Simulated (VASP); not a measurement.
# SnO2 (P4_2/mnm) in VASP: settings compared, part 2 of 2

VASP 6.6.1. The steps go on from the part before.

## 3. Band structure, LDA

This run uses another cell than the first one, of 11.90 Å³/atom, 0.944 times its volume.

File INCAR:

```
PREC = Accurate ; ENCUT = 520
EDIFF = 1E-7 ; ISMEAR = 0
SIGMA = 0.03 ; LREAL = False
LASPH = True ; NELM = 80
ALGO = Fast ; ISIF = 2
LWAVE = False ; LCHARG = False
NBANDS = 35 ; ICORELEVEL = 1
KPAR = 2
```

File KPOINTS:

```
Automatic mesh
0
Gamma
  6 6 8
```

File POSCAR:

```
SnO2                                    
1.0
    4.7272627550      0.0000000000      0.0000000000
   -0.0000000000      4.7272627550      0.0000000000
    0.0000000000      0.0000000000      3.1959016020
  Sn              O             
     2     4
Direct
     0.0000000000000000    0.0000000000000000    1.0000000000000000
     0.5000000000000000    0.5000000000000000    0.5000000000000000
     0.3060366240368579    0.3060366240368579    1.0000000000000000
     0.1939633759631421    0.8060366240368579    0.5000000000000000
     0.6939633759631421    0.6939633759631421    0.0000000000000000
     0.8060366240368579    0.1939633759631421    0.5000000000000000
```

File KPOINTS_OPT:

```
explicit points
141
Reciprocal
 0.0000000000  0.0000000000  0.0000000000 1
 0.0000000000  0.0357142857  0.0000000000 1
 0.0000000000  0.0714285714  0.0000000000 1
 0.0000000000  0.1071428571  0.0000000000 1
 0.0000000000  0.1428571429  0.0000000000 1
 0.0000000000  0.1785714286  0.0000000000 1
[... 133 lines left out ...]
 0.0000000000  0.5000000000  0.0000000000 1
 0.0000000000  0.0000000000  0.5000000000 1
```

Potentials or basis: VASP PAW LDA potentials, release 64 (Sn_d, O).

The run is started by

```sh
$ cat potpaw_LDA.64/Sn_d/POTCAR potpaw_LDA.64/O/POTCAR > POTCAR
$ mpirun -np 2 vasp_std > vasp.out
```

Run time: 2.9 min. Hardware: 2 MPI ranks of Intel Xeon Platinum 8488C (Sapphire Rapids), shared host; peak memory 0.27 GiB.

The run converged. Its results:

```yaml
Free_energy: -42.2814 eV
Pressure: 0.2 GPa
Band_gap_on_the_k_mesh: 1.15 eV, direct
Band_gap_along_the_path: 1.15 eV, direct
```

Levels at the corners of the path, in eV from the valence-band top:
```
point  band 23  band 24  band 25  band 26  band 27  band 28  band 29  band 30
    Γ    -1.28    -0.81    -0.81     0.00     1.15     5.92     6.05     6.05
    X    -1.24    -1.24    -0.65    -0.65     4.31     4.31     6.81     6.81
    X    -1.24    -1.24    -0.65    -0.65     4.31     4.31     6.81     6.81
    M    -1.37    -1.37    -0.91    -0.91     4.70     4.70     7.29     7.29
    M    -1.37    -1.37    -0.91    -0.91     4.70     4.70     7.29     7.29
    Γ    -1.28    -0.81    -0.81     0.00     1.15     5.92     6.05     6.05
    Γ    -1.28    -0.81    -0.81     0.00     1.15     5.92     6.05     6.05
    Z    -1.72    -1.72    -1.28    -1.28     6.03     6.03     9.52     9.52
    Z    -1.72    -1.72    -1.28    -1.28     6.03     6.03     9.52     9.52
    R    -1.13    -1.13    -0.72    -0.72     6.31     6.31     7.87     7.87
    R    -1.13    -1.13    -0.72    -0.72     6.31     6.31     7.87     7.87
    A    -0.99    -0.99    -0.84    -0.84     4.69     4.69     8.63     8.63
    A    -0.99    -0.99    -0.84    -0.84     4.69     4.69     8.63     8.63
    Z    -1.72    -1.72    -1.28    -1.28     6.03     6.03     9.52     9.52
    X    -1.24    -1.24    -0.65    -0.65     4.31     4.31     6.81     6.81
    R    -1.13    -1.13    -0.72    -0.72     6.31     6.31     7.87     7.87
    M    -1.37    -1.37    -0.91    -0.91     4.70     4.70     7.29     7.29
    A    -0.99    -0.99    -0.84    -0.84     4.69     4.69     8.63     8.63
```

Core levels (eV, on the scale of the bands):
```
atom                                                                                     levels
1 Sn  1s -28828.0, 2s -4346.8, 2p -3907.2, 3s -828.6, 3p -684.3, 3d -460.8, 4s -121.0, 4p -77.2
2 Sn  1s -28828.0, 2s -4346.8, 2p -3907.2, 3s -828.6, 3p -684.3, 3d -460.8, 4s -121.0, 4p -77.2
 3 O                                                                                  1s -494.1
 4 O                                                                                  1s -494.1
 5 O                                                                                  1s -494.1
 6 O                                                                                  1s -494.1
```

Caveat: spin-orbit coupling is left out, which moves the levels of the heavy elements.

## 4. Band structure, PBEsol

This run uses another cell than the first one, of 12.20 Å³/atom, 0.968 times its volume.

File INCAR:

```
ALGO = Normal ; EDIFF = 1E-7
ENCUT = 520 ; GGA = PS
ICORELEVEL = 1 ; ISIF = 2
ISMEAR = 0 ; KPAR = 2
LASPH = True ; LCHARG = False
LREAL = False ; LWAVE = False
NBANDS = 35 ; NELM = 80
PREC = Accurate ; SIGMA = 0.03
```

File KPOINTS:

```
k-points
0
Gamma
  6 6 8
```

File POSCAR:

```
SnO2                                    
1.0
    4.7714001542      0.0000000000      0.0000000000
   -0.0000000000      4.7714001542      0.0000000000
    0.0000000000      0.0000000000      3.2165924293
  Sn              O             
     2     4
Direct
     0.0000000000000000    0.0000000000000000    0.0000000000000000
     0.5000000000000000    0.5000000000000000    0.5000000000000000
     0.3062614077595441    0.3062614077595441    0.0000000000000000
     0.1937385922404559    0.8062614077595440    0.5000000000000000
     0.6937385922404560    0.6937385922404560    0.0000000000000000
     0.8062614077595440    0.1937385922404559    0.5000000000000000
```

File KPOINTS_OPT:

```
explicit points
186
Reciprocal
 0.0000000000  0.0000000000  0.0000000000 1
 0.0000000000  0.0263157895  0.0000000000 1
 0.0000000000  0.0526315789  0.0000000000 1
 0.0000000000  0.0789473684  0.0000000000 1
 0.0000000000  0.1052631579  0.0000000000 1
 0.0000000000  0.1315789474  0.0000000000 1
[... 178 lines left out ...]
 0.0000000000  0.5000000000  0.0000000000 1
 0.0000000000  0.0000000000  0.5000000000 1
```

Potentials or basis: VASP PAW PBE potentials, release 64 (Sn_d, O).

The run is started by

```sh
$ cat potpaw_PBE.64/Sn_d/POTCAR potpaw_PBE.64/O/POTCAR > POTCAR
$ mpirun -np 2 vasp_std > vasp.out
```

Run time: 84 s. Hardware: 2 MPI ranks of Intel Xeon 6975P-C (Granite Rapids), shared host; peak memory 0.28 GiB.

The run converged. Its results:

* Free energy: -39.6707 eV
* Pressure: 0.1 GPa
* Band gap on the k mesh: 0.88 eV, direct
* Band gap along the path: 0.88 eV, direct

Levels at the corners of the path, in eV from the valence-band top:
| point | band 23 | band 24 | band 25 | band 26 | band 27 | band 28 | band 29 | band 30 |
| --- | --- | --- | --- | --- | --- | --- | --- | --- |
| Γ | -1.27 | -0.78 | -0.78 | 0.00 | 0.88 | 5.82 | 6.01 | 6.01 |
| X | -1.23 | -1.23 | -0.63 | -0.63 | 4.10 | 4.10 | 6.78 | 6.78 |
| X | -1.23 | -1.23 | -0.63 | -0.63 | 4.10 | 4.10 | 6.78 | 6.78 |
| M | -1.35 | -1.35 | -0.89 | -0.89 | 4.50 | 4.50 | 7.21 | 7.21 |
| M | -1.35 | -1.35 | -0.89 | -0.89 | 4.50 | 4.50 | 7.21 | 7.21 |
| Γ | -1.27 | -0.78 | -0.78 | 0.00 | 0.88 | 5.82 | 6.01 | 6.01 |
| Γ | -1.27 | -0.78 | -0.78 | 0.00 | 0.88 | 5.82 | 6.01 | 6.01 |
| Z | -1.64 | -1.64 | -1.24 | -1.24 | 5.84 | 5.84 | 9.42 | 9.42 |
| Z | -1.64 | -1.64 | -1.24 | -1.24 | 5.84 | 5.84 | 9.42 | 9.42 |
| R | -1.08 | -1.08 | -0.73 | -0.73 | 6.12 | 6.12 | 7.71 | 7.71 |
| R | -1.08 | -1.08 | -0.73 | -0.73 | 6.12 | 6.12 | 7.71 | 7.71 |
| A | -0.96 | -0.96 | -0.82 | -0.82 | 4.52 | 4.52 | 8.60 | 8.60 |
| A | -0.96 | -0.96 | -0.82 | -0.82 | 4.52 | 4.52 | 8.60 | 8.60 |
| Z | -1.64 | -1.64 | -1.24 | -1.24 | 5.84 | 5.84 | 9.42 | 9.42 |
| X | -1.23 | -1.23 | -0.63 | -0.63 | 4.10 | 4.10 | 6.78 | 6.78 |
| R | -1.08 | -1.08 | -0.73 | -0.73 | 6.12 | 6.12 | 7.71 | 7.71 |
| M | -1.35 | -1.35 | -0.89 | -0.89 | 4.50 | 4.50 | 7.21 | 7.21 |
| A | -0.96 | -0.96 | -0.82 | -0.82 | 4.52 | 4.52 | 8.60 | 8.60 |

Core levels (eV, on the scale of the bands):
```
atom                                                                                     levels
1 Sn  1s -28995.1, 2s -4366.5, 2p -3918.2, 3s -832.9, 3p -686.5, 3d -461.1, 4s -122.0, 4p -77.9
2 Sn  1s -28995.1, 2s -4366.5, 2p -3918.2, 3s -832.9, 3p -686.5, 3d -461.1, 4s -122.0, 4p -77.9
 3 O                                                                                  1s -499.0
 4 O                                                                                  1s -499.0
 5 O                                                                                  1s -499.0
 6 O                                                                                  1s -499.0
```

Caveat: the PAW data sets were made with another functional, which shifts forces and pressure a little; spin-orbit coupling is left out, which moves the levels of the heavy elements.

## 5. Overview

| level | potentials or basis | cell | gap on the mesh (eV) | pressure (GPa) |
| --- | --- | --- | --- | --- |
| PBE | VASP PAW PBE potentials, release 64 (Sn_d, O) | P4_2/mnm, 12.6 Å³/atom | 0.64 | 0.2 |
| LDA | VASP PAW LDA potentials, release 64 (Sn_d, O) | P4_2/mnm, 11.9 Å³/atom | 1.15 | 0.2 |
| PBEsol | VASP PAW PBE potentials, release 64 (Sn_d, O) | P4_2/mnm, 12.2 Å³/atom | 0.88 | 0.1 |

Alike in all rows: task band structure; no spin polarisation; k mesh 6 × 6 × 8; cutoff (eV) 520; smearing gaussian 0.03 eV.

Caveats: spin-orbit coupling is left out, which moves the levels of the heavy elements; the PAW data sets were made with another functional, which shifts forces and pressure a little (some runs).

Total energies depend on the potentials used, so only differences within one code and one set of settings carry meaning.
